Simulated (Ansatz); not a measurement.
Crystal: Au.

```xyz
1
Lattice="-1.6573 1.6573 1.6573 1.6573 -1.6573 1.6573 1.6573 1.6573 -1.6573" Properties=species:S:1:pos:R:3 pbc="T T T"
Au    0.0000    0.0000    0.0000
```

This isn't the form of Au at room conditions, which is fcc.

Base run:

| Property | Result |
| --- | --- |
| Program | Ansatz 0.2.0 |
| Functional | RPBE |
| Potentials or basis | Ansatz PAW |
| Cutoff | 420 eV (not typed: the program's choice for these potentials) |
| k mesh | 11 × 11 × 11 |
| Occupations | fermi-dirac, width 0.05 eV |
| Spin | no spin polarisation |

Its results: band gap on the k mesh none (metal or under the smearing width); pressure 2.9 GPa.

Question: After a change of settings the same cell gave: band gap on the k mesh none (metal or under the smearing width); pressure 9.1 GPa. Which change was it?
A. functional from RPBE to BLYP
B. functional from RPBE to revPBE
C. functional from RPBE to r2SCAN; cutoff from 420 eV (not typed: the program's choice for these potentials) to 500 eV (not typed: the program's choice for these potentials)

Answer: A.

Caveats: spin-orbit coupling is left out, which moves the levels of the heavy elements; the PAW data sets come from PBE, with cores solved anew for the run's functional, which leaves a small shift of forces and pressure.

Runs at the PBE level aren't shown here.
